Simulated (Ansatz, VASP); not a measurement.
## Two plane-wave programs on Sb

```
Sb
1.0
     0.00000    2.37124    2.37124
     2.37124    0.00000    2.37124
     2.37124    2.37124    0.00000
Sb
1
Cartesian
  0.0000 0.0000 0.0000
```

This isn't the form of Sb at room conditions, which is rhombohedral.

Alike in both runs: functional BLYP; k mesh 10 × 10 × 10; occupations fermi-dirac, width 0.05 eV; no spin polarisation.

```csv
,VASP,Ansatz
version,VASP 6.6.1,Ansatz 0.2.0
potentials or method,"VASP PAW PBE potentials, release 64 (Sb)",Ansatz PAW
plane-wave cutoff (eV),520,420
valence electrons in the cell,5,15
task,single point,band structure
```

|  | VASP | Ansatz | Ansatz less VASP |
| --- | --- | --- | --- |
| gap on the k mesh at the Fermi level (eV) | none | none | - |
| pressure (GPa) | 7.9 | 7.7 | -0.21 |

A gap of «none» marks a metal or a gap that the smearing closes. The functional is the same, so the differences come from potentials, cutoffs and numerics. The two sets of potentials don't hold the same shells in valence.

Caveats: the PAW data sets were made with another functional, which shifts forces and pressure a little (VASP); spin-orbit coupling is left out, which moves the levels of the heavy elements (Ansatz); the PAW data sets come from PBE, with cores solved anew for the run's functional, which leaves a small shift of forces and pressure (Ansatz). The runs have no spin-orbit coupling, so splittings on Sb are missing.
